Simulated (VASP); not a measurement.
# Sb (I4/mmm) in VASP: notebook

One crystal, Sb, is run at these levels: r2SCAN; tasks: single point.

All numbers are computed with VASP 6.6.1; they aren't measurements. Logs are shortened: lines on timing, memory, paths and dates and some standing lists are left out, and cuts for length are marked.

## (1) The structure

Symmetry: I4/mmm, No. 139, tetragonal system. The conventional cell has a = 3.153 Å, b = 3.153 Å, c = 5.424 Å, α = 90.00°, β = 90.00°, γ = 90.00°. Sb (site symmetry 4/mmm) has 12 Sb at 3.15 to 3.51 Å as nearest neighbours.

This isn't the form of Sb at room conditions, which is rhombohedral.

## (2) Single point, r2SCAN

INCAR

```
SYSTEM = Sb
PREC = Accurate
ENCUT = 400
EDIFF = 1E-6
ISMEAR = 0
SIGMA = 0.4
LREAL = .FALSE.
LASPH = .TRUE.
NELM = 100
ALGO = Normal
ISIF = 2
LWAVE = .FALSE.
LCHARG = .FALSE.
METAGGA = R2SCAN
LMIXTAU = .TRUE.
ADDGRID = .FALSE.
```

KPOINTS

```
regular mesh
0
G
  15 15 15
  0 0 0
```

POSCAR

```
Sb
1.0
   -1.5638750000      1.6131910000      2.7402030000
    1.6104090000     -1.5604430000      2.7365900000
    1.5281950000      1.5247630000     -2.7095380000
Sb
1
Direct
    0.0004760000      0.0218010000      0.0165680000
```

Potentials or basis: VASP PAW PBE potentials, release 64 (Sb).

On the command line:

```bash
$ cat potpaw_PBE.64/Sb/POTCAR > POTCAR
$ mpirun -np 1 vasp_std > vasp.out
```

OUTCAR:

```text
SYSTEM = Sb
   PREC = Accurate
   ENCUT = 400
   EDIFF = 1E-6
   ISMEAR = 0
   LREAL = .FALSE.
   LASPH = .TRUE.
   NELM = 100
   ISIF = 2
   METAGGA = R2SCAN

 Found   1688 irreducible k-points:

 Following reciprocal coordinates:
            Coordinates               Weight
  0.000000  0.000000  0.000000      1.000000
  0.066667 -0.000000  0.000000      2.000000
  0.133333 -0.000000  0.000000      2.000000
  0.200000 -0.000000 -0.000000      2.000000
  0.266667 -0.000000  0.000000      2.000000
  0.333333 -0.000000  0.000000      2.000000
   k-points           NKPTS =   1688   k-points in BZ     NKDIM =   1688   number of bands    NBANDS=      6
   number of dos      NEDOS =    301   number of ions     NIONS =      1
   total plane-waves  NPLWV =  13824
   dimension x,y,z NGX =    24 NGY =   24 NGZ =   24
   dimension x,y,z NGXF=    48 NGYF=   48 NGZF=   48
   ions per type =               1
   NGX,Y,Z   is equivalent  to a cutoff of  11.26, 11.28, 11.52 a.u.
   NGXF,Y,Z  is equivalent  to a cutoff of  22.52, 22.55, 23.03 a.u.
 SYSTEM =  Sb
   PREC   = accura    normal or accurate (medium, high low for compatibility)
   ISTART =      0    job   : 0-new  1-cont  2-samecut
   ICHARG =      2    charge: 1-file 2-atom 10-const
   ISPIN  =      1    spin polarized calculation?
   LNONCOLLINEAR =      F non collinear calculations
   LSORBIT =      F    spin-orbit coupling
   LASPH  =      T    aspherical Exc in radial PAW
   ENCUT  =  400.0 eV  29.40 Ry    5.42 a.u.   5.78  5.77  5.65*2*pi/ulx,y,z
   NELM   =    100;   NELMIN=  2; NELMDL= -5     # of ELM steps
   EDIFF  = 0.1E-05   stopping-criterion for ELM
   LREAL  =      F    real-space projection
   EDIFFG = 0.1E-04   stopping-criterion for IOM
   NSW    =      0    number of steps for IOM
   IBRION =     -1    ionic relax: 0-MD 1-quasi-New 2-CG
   NFREE  =      0    steps in history (QN), initial steepest desc. (CG)
   ISIF   =      2    stress and relaxation
   ISYM   =      2    0-nonsym 1-usesym 2-fastsym
   POTIM  = 0.5000    time-step for ionic-motion
   TEBEG  =    0.0;   TEEND  =   0.0 temperature during run
   PSTRESS=    0.0 pullay stress
   NELECT =       5.0000    total number of electrons
   NUPDOWN=      -1.0000    fix difference up-down
   EMIN   =  10.00;   EMAX   =-10.00  energy-range for DOS
   EFERMI =   0.00;   METHOD = LEGACY
   ISMEAR =     0;   SIGMA  =   0.40  broadening in eV -4-tet -1-fermi 0-gaus
   EFERMI_NEDOS =   21; number of points for ismear=-14 and -15
   IALGO  =     38    algorithm
   IMIX   =      4    mixing-type and parameters
     AMIX     =   0.40;   BMIX     =  1.00
     AMIX_MAG =   1.60;   BMIX_MAG =  1.00
  volume/ion in A,a.u.               =      26.96       181.95
  Fermi-wavevector in a.u.,A,eV,Ry     =   0.933573  1.764197 11.858272  0.871558
  Thomas-Fermi vector in A             =   2.060288
   LORBIT       =      0    0 simple, 1 ext, 2 COOP (PROOUT), +10 PAW based schemes
   METAGGA = R2SCAN    functional components
   LHFCALC =     F    Hartree Fock is set to
   AEXX    =    0.0000 exact exchange contribution
   IVDW    =     0    specifies the selected vdW correction
   LEPSILON=     F    determine dielectric tensor
   LRPA    =     F    only Hartree local field effects (RPA)
 non-spin polarized calculation
 Gauss-broadening in eV      SIGMA  =   0.40
  energy-cutoff  :      400.00
  volume of cell :       26.96
 maximum number of plane-waves:       503
   NGX = 11   NGY = 11   NGZ = 11

 number of electron       5.0000000 magnetization

 Free energy of the ion-electron system (eV)
  ---------------------------------------------------
  ext. energy  EPLUGINS =         0.00000000
  ---------------------------------------------------
  free energy    TOTEN  =       -25.29264339 eV

  energy without entropy =      -25.23842586  energy(sigma->0) =      -25.26553463

 E-fermi :   8.4639     XC(G=0): -10.7769

 val. band max:        8.4576256979   @ k =  -0.3333  -0.4000   0.1333
 cond. band min:       8.4670016016   @ k =  -0.4000  -0.3333   0.1333
 fundamental gap:      0.0093759037
 Fermi energy:         8.4639376346

 k-point     1 :       0.0000    0.0000    0.0000
  band No.  band energies     occupation
      1      -5.1327      2.00000
      2      13.1635      0.00000
      3      14.2016      0.00000
      4      14.2546      0.00000
      5      18.1067      0.00000
      6      19.3451      0.00000

 k-point     2 :       0.0667   -0.0000    0.0000
  band No.  band energies     occupation
      1      -5.0398      2.00000
      2      12.7392      0.00000
      3      13.5318      0.00000
      4      14.2101      0.00000
      5      18.3617      0.00000
      6      18.6673      0.00000

 k-point     3 :       0.1333   -0.0000    0.0000
  band No.  band energies     occupation
      1      -4.7621      2.00000
      2      11.1385      0.00000
      3      12.7422      0.00000
      4      14.1840      0.00000
      5      17.5315      0.00000
      6      18.6430      0.00000

 k-point     4 :       0.2000   -0.0000   -0.0000
  band No.  band energies     occupation
      1      -4.3027      2.00000
      2       9.1019      0.02410
      3      12.0729      0.00000
      4      14.1716      0.00000
      5      16.7067      0.00000
      6      18.5897      0.00000

 k-point     5 :       0.2667   -0.0000    0.0000
  band No.  band energies     occupation
      1      -3.6698      2.00000
      2       7.0802      2.00000
      3      11.4579      0.00000
      4      14.1905      0.00000
      5      16.0607      0.00000
      6      18.5940      0.00000

 k-point     6 :       0.3333   -0.0000    0.0000
  band No.  band energies     occupation
      1      -2.8847      2.00000
      2       5.2068      2.00000
      3      10.9529      0.00000
      4      14.2416      0.00000
      5      15.5845      0.00000
      6      18.7113      0.00000

 [... further k-points ...]

------------------------ aborting loop because EDIFF is reached ----------------------------------------

  FORCE on cell =-STRESS in cart. coord.  units (eV):
  Direction    XX          YY          ZZ          XY          YZ          ZX
  --------------------------------------------------------------------------------------
  -------------------------------------------------------------------------------------
  Total        0.1837384      0.1844948      0.3732706     -0.0747883      0.0590432      0.0502301
  in kB       10.9184408     10.9633914     22.1811778     -4.4442071      3.5085740      2.9848676
  external PRESSURE =      14.6876700 kB  Pullay stress =       0.0000000 kB

 VOLUME and BASIS-vectors are now :
 -----------------------------------------------------------------------------
  energy-cutoff  :      400.00
  volume of cell :       26.96
      direct lattice vectors                 reciprocal lattice vectors
    -1.563875000  1.613191000  2.740203000     0.002055809  0.316948054  0.179518554
     1.610409000 -1.560443000  2.736590000     0.317083613  0.001847581  0.179876686
     1.528195000  1.524763000 -2.709538000     0.322328449  0.322401118 -0.005843793

 POSITION                                       TOTAL-FORCE (eV/Angst)
 -----------------------------------------------------------------------------------
      0.05968     -0.00799      0.01607        -0.000000      0.000000     -0.000000
 -----------------------------------------------------------------------------------
    total drift:                               -0.000000     -0.000000      0.000001

  FREE ENERGIE OF THE ION-ELECTRON SYSTEM (eV)
  ---------------------------------------------------
  free  energy   TOTEN  =       -25.2926433908 eV

  energy  without entropy=      -25.2384258608  energy(sigma->0) =      -25.26553463
```

It took 4.2 min on 1 thread of Intel Xeon 6975P-C (Granite Rapids), shared host; peak memory 0.32 GiB.

These settings aren't checked as converged: the numbers below hold their error.

Results:

```
Free energy            : -25.2926 eV
Pressure               : 1.5 GPa
Band gap on the k mesh : none (metal or under the smearing width)
```

Caveat: the PAW data sets were made with another functional, which shifts forces and pressure a little.

## (3) Single point, r2SCAN

INCAR, as its differences from that of step 2:

```diff
@@ -5,3 +5,3 @@
 ISMEAR = 0
-SIGMA = 0.4
+SIGMA = 0.2
 LREAL = .FALSE.
```

KPOINTS is that of step 2.

POSCAR

```
Sb
1.0
   -1.5765401831      1.5765401831      2.7119384313
    1.5765401831     -1.5765401831      2.7119384313
    1.5765401831      1.5765401831     -2.7119384313
Sb
1
Direct
    0.0000000000      0.0000000000      0.0000000000
```

Potentials or basis: VASP PAW PBE potentials, release 64 (Sb).

On the command line:

```bash
$ cat potpaw_PBE.64/Sb/POTCAR > POTCAR
$ mpirun -np 1 vasp_std > vasp.out
```

OUTCAR:

```text
SYSTEM = Sb
   PREC = Accurate
   ENCUT = 400
   EDIFF = 1E-6
   ISMEAR = 0
   LREAL = .FALSE.
   LASPH = .TRUE.
   NELM = 100
   ISIF = 2
   METAGGA = R2SCAN

 Found    288 irreducible k-points:

 Following reciprocal coordinates:
            Coordinates               Weight
  0.000000  0.000000  0.000000      1.000000
  0.066667  0.000000  0.000000      8.000000
  0.133333  0.000000 -0.000000      8.000000
  0.200000  0.000000 -0.000000      8.000000
  0.266667  0.000000 -0.000000      8.000000
  0.333333  0.000000 -0.000000      8.000000
   k-points           NKPTS =    288   k-points in BZ     NKDIM =    288   number of bands    NBANDS=      6
[... 130 lines left out ...]

  FORCE on cell =-STRESS in cart. coord.  units (eV):
  Direction    XX          YY          ZZ          XY          YZ          ZX
  --------------------------------------------------------------------------------------
  -------------------------------------------------------------------------------------
  Total        0.1102006      0.1102006      0.3825597      0.0000000     -0.0000000      0.0000000
  in kB        6.5485417      6.5485417     22.7331627      0.0000000     -0.0000000      0.0000000
  external PRESSURE =      11.9434154 kB  Pullay stress =       0.0000000 kB

 VOLUME and BASIS-vectors are now :
 -----------------------------------------------------------------------------
  energy-cutoff  :      400.00
  volume of cell :       26.96
      direct lattice vectors                 reciprocal lattice vectors
    -1.576540183  1.576540183  2.711938431     0.000000000  0.317150178  0.184369967
     1.576540183 -1.576540183  2.711938431     0.317150178  0.000000000  0.184369967
     1.576540183  1.576540183 -2.711938431     0.317150178  0.317150178  0.000000000

 POSITION                                       TOTAL-FORCE (eV/Angst)
 -----------------------------------------------------------------------------------
      0.00000      0.00000      0.00000        -0.000000      0.000000     -0.000000
 -----------------------------------------------------------------------------------
    total drift:                                0.000000      0.000000      0.000000

  FREE ENERGIE OF THE ION-ELECTRON SYSTEM (eV)
  ---------------------------------------------------
  free  energy   TOTEN  =       -25.2678522002 eV

  energy  without entropy=      -25.2537439694  energy(sigma->0) =      -25.26079808
```

stdout:

```text
POSCAR found type information on POSCAR Sb
 POSCAR found :  1 types and       1 ions
 scaLAPACK will be used
 -----------------------------------------------------------------------------
|                                                                             |
|                                                                             |
|     You enforced a specific xc type in the INCAR file but a different       |
|     I HOPE YOU KNOW WHAT YOU ARE DOING!                                     |
|                                                                             |
 -----------------------------------------------------------------------------

 LDA part: xc-table for (None), standard interpolation
 POSCAR, INCAR and KPOINTS ok, starting setup
 FFT: planning ... GRIDC
 FFT: planning ... GRID_SOFT
 FFT: planning ... GRID
 WAVECAR not read
 entering main loop
```

Wall time 48 s (1 thread of Intel Xeon 6975P-C (Granite Rapids), shared host); peak memory 0.16 GiB.

These settings aren't checked as converged: the numbers below hold their error.

What came out:

* Free energy: -25.2679 eV
* Pressure: 1.2 GPa
* Band gap on the k mesh: none (metal or under the smearing width)

Caveat: the PAW data sets were made with another functional, which shifts forces and pressure a little.

## (4) For comparison

An earlier run on the cell as given: functional PBEsol; potentials or basis VASP PAW PBE potentials, release 64 (Sb); cutoff 520 eV; k mesh 12 × 12 × 12; occupations fermi-dirac, width 0.05 eV; no spin polarisation.

- Pressure: -1.3 GPa
- Band gap on the k mesh: none (metal or under the smearing width)
